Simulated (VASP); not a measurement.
Crystal: CdTe.

```xyz
2
Lattice="0.0000 3.2050 3.2050 3.2050 0.0000 3.2050 3.2050 3.2050 0.0000" Properties=species:S:1:pos:R:3 pbc="T T T"
Cd    0.0000    0.0000    0.0000
Te    1.6025    1.6025    1.6025
```

* Program: VASP 6.6.1
* Task: relaxation of cell and atoms
* Functional: PBE
* Potentials or basis: VASP PAW PBE potentials, release 64 (Cd, Te)
* Cutoff: 600 eV
* k mesh: 8 × 8 × 8
* Occupations: gaussian, width 0.02 eV
* Spin: no spin polarisation

At the start: pressure 4.4 GPa; volume 32.92 Å³/atom.

Question: Where does the relaxation end?

Answer: Over 3 steps the energy falls by 42.0 meV/atom and the volume is 36.30 Å³/atom (+10.3 %); space group F-43m (No. 216, to 0.05 Å).

Step by step:
| step | energy change (eV) | largest force (eV/Å) | pressure (GPa) | volume (Å³) |
| --- | --- | --- | --- | --- |
| 1 | 0.0000 | 0.0000 | 4.35 | 65.84 |
| 2 | -0.0777 | 0.0000 | -0.93 | 74.74 |
| 3 | -0.0840 | 0.0000 | 0.02 | 72.61 |

Final structure:
```
CELL_PARAMETERS angstrom
0.00000 3.31116 3.31116
3.31116 0.00000 3.31116
3.31116 3.31116 0.00000
ATOMIC_POSITIONS crystal
Cd 0.00000 0.00000 0.00000
Te 0.25000 0.25000 0.25000
```

Caveat: the volume moved by +10 % from the deposited cell, more than functionals usually miss.
